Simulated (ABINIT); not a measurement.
**Pd in ABINIT: convergence with pawecutdg**

Input of the first run (pawecutdg 22.7); the others differ in this setting and in those tied to it:

The input run.abi:

```
# Pseudopotentials
pp_dirpath "./"
pseudos "Pd.GGA_PBE-JTH.xml"

# Structure
acell 3*1.0
rprim
     0.0000000000     3.6783519016     3.6783519016
     3.6783519016     0.0000000000     3.6783519016
     3.6783519016     3.6783519016     0.0000000000
ntypat 1
znucl 46
natom 1
typat 1
xred
     0.0000000000     0.0000000000     0.0000000000

# Plane-wave basis
ecut 22.0
pawecutdg 22.7
pawxcdev 0

# k points
kptopt 1
ngkpt 12 12 12
nshiftk 1
shiftk 0.0 0.0 0.0

# Exchange and correlation
ixc 15

# Bands and occupations
nband 13
occopt 3
tsmear 0.1 eV

# SCF cycle
nstep 100
tolvrs 1.0e-9

# Output
iomode 3
prtwf 0
prtden 0
prteig 0
prtebands 0
enunit 1
```

Potentials or basis: JTH PAW PBE v2.0.

Run with:

```bash
$ abinit run.abi > log 2>&1
```

Hardware: 1 thread of Arm Neoverse V1, on a shared host.

The values tried are 22.7, 26.4, 33, 39.6, 48.4, 59.4, 72.6, loosest first. From which on does the pressure stay within 0.1 GPa of the tightest run that finished?

From 48.4 on.

```tsv
pawecutdg	energy less the tightest run, at zero smearing (meV/atom)	pressure (GPa)	SCF cycles	CPU time (s)	peak memory (GiB)
22.7	-0.47	11.31	31	37	0.1
26.4	-0.35	11.65	36	43	0.1
33	-0.10	11.74	43	49	0.1
39.6	-0.18	11.77	33	39	0.1
48.4	-0.08	11.65	33	39	0.12
59.4	0.01	11.62	36	43	0.14
72.6	0.00	11.62	33	39	0.14
```

Against the tightest run, the energy stays within 1 meV/atom from 22.7 on. The tightest run that finished is the yardstick and may itself not be fully converged.

Caveat, for the tightest run too: the PAW data sets were made with another functional, which shifts forces and pressure a little.
